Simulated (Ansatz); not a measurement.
# KI: band gap under strain

Aim: follow the gap of KI in the rocksalt structure through these states: -1.5 % strain along z alone; -1.5 % biaxial strain in x and y, free along z; +1.0 % biaxial strain in the (111) plane, free along [111]. The table at the end shows which levels were run.

Code: Ansatz 0.2.0. PAW datasets, plane waves. No spin polarisation and no zero-point or thermal motion.

## 1. Starting point

The unstrained cell was relaxed with r2SCAN; in each strained cell the atoms were relaxed again with r2SCAN. Names of k-points are those of the unstrained zone, where strain can split equivalent points. First state: -1.5 % strain along z alone.

It is tetragonal, I4/mmm (No. 139); conventional cell a = 5.012 Å, c = 6.982 Å, 43.86 Å³ an atom. Around K lie 6 I at 3.49–3.54 Å; around I lie 6 K at 3.49–3.54 Å.

Structure file:

Space group I4/mmm (No. 139). a = 5.012 Å, b = 5.012 Å, c = 6.982 Å, α = 90.00°, β = 90.00°, γ = 90.00°
| atom | site | symmetry | x | y | z |
| --- | --- | --- | --- | --- | --- |
| K | 2a | 4/mmm | 0.0000 | 0.0000 | 0.0000 |
| I | 2b | 4/mmm | 0.0000 | 0.0000 | 0.5000 |

From earlier runs on the unstrained cell: PBE 3.94 eV, r2SCAN 4.59 eV, HSE06 4.94 eV, G0W0 6.10 eV (on its mesh); a = 7.089 Å.

## 2. -1.5 % strain along z alone: PBE

Input file input.yaml:

```yaml
crystal:
  lattice:
    - [0.0, 3.5442842164, 3.4911199532]
    - [3.5442842164, 0.0, 3.4911199532]
    - [3.5442842164, 3.5442842164, 0.0]
  atoms:
    - { symbol: K, position: [0.0, 0.0, 0.0] }
    - { symbol: I, position: [0.5, 0.5, 0.5] }
kpoints:
  mp_grid: { grid: [6, 6, 6] }
  band_path:
    path:
      - [0.0, 0.0, 0.0]
      - [0.5, 0.0, 0.5]
      - [0.625, 0.25, 0.625]
      - [0.375, 0.375, 0.75]
      - [0.5, 0.5, 0.5]
      - [0.5, 0.25, 0.75]
    npoints: 1
hamiltonian:
  xc: pbe
scf:
  occupations: { method: fermi_dirac, width: 0.02 }
  n_extra_bands: 4
output:
  forces: true
  stress: true
  eigenvalues: true
```

Run with:

```console
$ ansatz run input.yaml --threads 4 --pin off --max-ram 4608MiB --backend cpu --events-out ev --progress --plain --runs-dir out
```

The runs that follow: -1.5 % strain along z alone: r2SCAN; -1.5 % strain along z alone: HSE06; -1.5 % strain along z alone: G0W0@PBE; -1.5 % biaxial strain in x and y, free along z: PBE; -1.5 % biaxial strain in x and y, free along z: r2SCAN; -1.5 % biaxial strain in x and y, free along z: HSE06; -1.5 % biaxial strain in x and y, free along z: G0W0@PBE; +1.0 % biaxial strain in the (111) plane, free along [111]: PBE; +1.0 % biaxial strain in the (111) plane, free along [111]: r2SCAN; +1.0 % biaxial strain in the (111) plane, free along [111]: HSE06; +1.0 % biaxial strain in the (111) plane, free along [111]: G0W0@PBE.

Q: Predict the outcome of this session.

**Answer**, as computed:

Least gap in eV (negative: overlap), with the change from the unstrained cell in brackets. G0W0 is on its own coarse mesh.

```
                                                     state  volume change (%)           PBE        r2SCAN         HSE06          G0W0
                               -1.5 % strain along z alone               -1.5  3.98 (+0.04)  4.62 (+0.03)  4.98 (+0.04)  6.12 (+0.02)
            -1.5 % biaxial strain in x and y, free along z               -2.6  4.00 (+0.06)  4.65 (+0.06)  5.01 (+0.07)  6.15 (+0.05)
+1.0 % biaxial strain in the (111) plane, free along [111]               +1.0  3.89 (-0.05)  4.52 (-0.07)  4.88 (-0.06)  6.04 (-0.06)
```

What this shows: The largest move of the HSE06 gap in the table is +0.065 eV, under -1.5 % biaxial strain in x and y, free along z. PBE and HSE06 differ by 1.00 eV on the unstrained gap, and by at most 0.01 eV on its change: PBE follows the response to strain far better than the gap itself. Spin-orbit coupling is left out of the table, though the cell holds I (Z = 53); in an element this heavy it can shift bands and gaps by tenths of an eV. The G0W0 figures hold for the stated bands, cutoff and mesh and aren't extrapolated.
